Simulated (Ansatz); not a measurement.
Base system: MgF$_{2}$ in the rutile structure (space group P4_2/mnm, No. 136; a = 4.622 Å, c = 3.046 Å). Axes: x, y, z lie along a, b, c of the conventional cell.

All numbers come from Kohn–Sham DFT with the r2SCAN functional, run in Ansatz (an electronic-structure program) with PAW and 500 eV plane waves, without spin-orbit coupling.

Before the change:

* **Band gap**: 8.07 eV

It is then changed as follows: a pure shear with ε_yz = ε_zy = 0.0047; the atoms relax in the strained cell.

Question: Estimate the effect on the band gap.

Answer: The band gap stays 8.07 eV.

Question: What does the calculation give for the stress after the change?

Answer: The stress (xx, yy, zz, yz, xz, xy; compression positive) comes out as (0.01, 0.01, 0.00, -0.53, 0.00, 0.00) GPa.

Gaps are Kohn–Sham eigenvalue differences; semilocal functionals usually give less than the measured gap. Stability against distortions was not tested.
